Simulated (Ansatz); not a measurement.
The system is BP.

```
CELL_PARAMETERS angstrom
0.00000 2.26900 2.26900
2.26900 0.00000 2.26900
2.26900 2.26900 0.00000
ATOMIC_POSITIONS crystal
P 0.75000 0.75000 0.75000
B 0.00000 0.00000 0.00000
```

Base run:

| Item | Value |
| --- | --- |
| Program | Ansatz 0.2.0 |
| Functional | PBE |
| Potentials or basis | all-electron LAPW, scalar-relativistic |
| Cutoff | 253 eV |
| Density cutoff | 1014 eV |
| Basis error allowed | 0.002 eV/atom |
| k mesh | 6 × 6 × 6 |
| Occupations | fermi-dirac, width 0.04 eV |
| Spin | no spin polarisation |

Its results: band gap on the k mesh 1.34 eV, indirect (least direct gap 3.40 eV); pressure 1.2 GPa.

Problem. The run is repeated on the same cell with these changes: k mesh from 6 × 6 × 6 to 4 × 4 × 4. What comes out?

Solution. Band gap on the k mesh 1.32 eV, indirect (least direct gap 3.39 eV); pressure 2.2 GPa.

Caveats: some runs use coarse meshes.

A k mesh can miss the band edges.

Not every run made on this cell is shown here.
